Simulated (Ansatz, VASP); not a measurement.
**One calculation of BaS, two programs**

File INCAR:

```
SYSTEM = BaS
PREC = Accurate
ENCUT = 520
EDIFF = 1E-6
ISMEAR = -1
SIGMA = 0.05
LREAL = .False.
LASPH = .True.
NELM = 100
ALGO = Normal
ISIF = 2
LWAVE = .False.
LCHARG = .False.
GGA = RP
NBANDS = 15
```

KPOINTS

```
regular mesh
0
Gamma
  7 7 7
  0 0 0
```

POSCAR

```
BaS
1.0
    0.0000000000      3.1937500000      3.1937500000
    3.1937500000      0.0000000000      3.1937500000
    3.1937500000      3.1937500000      0.0000000000
Ba S
1 1
Direct
    0.0000000000      0.0000000000      0.0000000000
    0.5000000000      0.5000000000      0.5000000000
```

input.yaml

```yaml
crystal:
  lattice:
    - [0.0, 3.19375, 3.19375]
    - [3.19375, 0.0, 3.19375]
    - [3.19375, 3.19375, 0.0]
  atoms:
    - { symbol: Ba, position: [0.0, 0.0, 0.0] }
    - { symbol: S, position: [0.5, 0.5, 0.5] }
kpoints:
  mp_grid: { grid: [7, 7, 7] }
  band_path:
    path:
      - [0.0, 0.0, 0.0]
      - [0.5, 0.0, 0.5]
      - [0.5, 0.25, 0.75]
      - [0.375, 0.375, 0.75]
      - [0.0, 0.0, 0.0]
      - [0.5, 0.5, 0.5]
      - [0.625, 0.25, 0.625]
      - [0.5, 0.25, 0.75]
    npoints: 12
scf:
  occupations: { method: fermi_dirac, width: 0.05 }
hamiltonian:
  xc: rpbe
  pseudopotentials: { kind: all_electron, lapw: { basis_error: 0.001 } }
output:
  forces: true
  stress: true
  eigenvalues: true
```

Alike in both runs: functional RPBE; k mesh 7 × 7 × 7; occupations fermi-dirac, width 0.05 eV; no spin polarisation.

```csv
,VASP,Ansatz
version,VASP 6.6.1,Ansatz 0.2.0
potentials or method,"VASP PAW PBE potentials, release 64 (Ba_sv, S)","all-electron LAPW, scalar-relativistic"
plane-wave cutoff (eV),520,see its input
task,single point,band structure
```

Ansatz gave:

- gap on the k mesh at the Fermi level (eV): 2.41
- least direct gap on the mesh (eV): 2.52
- pressure (GPa): 2.4

**Question.** Which values does VASP return?

**Answer.** gap on the k mesh at the Fermi level (eV): 2.31; least direct gap on the mesh (eV): 2.45; pressure (GPa): 3.0.

Ansatz ran all-electron here, so the differences hold the error of VASP's frozen core and of both bases.

Caveats: spin-orbit coupling is left out, which moves the levels of the heavy elements; the PAW data sets were made with another functional, which shifts forces and pressure a little (VASP); an odd mesh through Γ misses points on the zone boundary, where band edges often lie (VASP).
